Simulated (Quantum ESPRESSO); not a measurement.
Crystal: La.

```
La
1.0
     3.75000    0.00000    0.00000
    -1.87500    3.24760    0.00000
     0.00000    0.00000    6.07000
La
2
Direct
  0.66667 0.33333 0.75000
  0.33333 0.66667 0.25000
```

This isn't the form of La at room conditions, which is double hcp.

```yaml
Program: Quantum ESPRESSO 7.5
Task: phonons
Functional: revPBE
Potentials_or_basis: GBRV 1.5 PBE
Cutoff: 612 eV
Density_cutoff: 4898 eV
k_mesh: 8 × 8 × 4, shifted
Occupations: cold, width 0.272 eV
Spin: no spin polarisation
Mixing_beta: 0.5
Most_SCF_iterations: 120
SCF_threshold: 4e-10 Ry
```

At Γ the optical frequencies are 57 57 86 cm⁻¹, at a pressure of 1.5 GPa.

Problem. How do the modes respond when the cell is scaled evenly, at fixed shape?

Solution. The highest mode has a Grüneisen parameter of 2.43. None of the listed modes softens on compression. Real pressure also changes the shape of this cell, most of all in layered crystals, so these aren't the shifts under hydrostatic load.

Frequencies at 99 % and 101 % of the volume (pressures 1.8 and 1.2 GPa), ions relaxed:
```
mode  99 % (cm⁻¹)  101 % (cm⁻¹)  Grüneisen parameter
   4         57.1          56.3                 0.69
   5         57.1          56.3                 0.69
   6         87.7          83.5                 2.43
```

Modes are matched by their order; those that don't vary smoothly over the three volumes are left out.

Caveat: the potentials were made for another functional, which shifts forces and pressure.
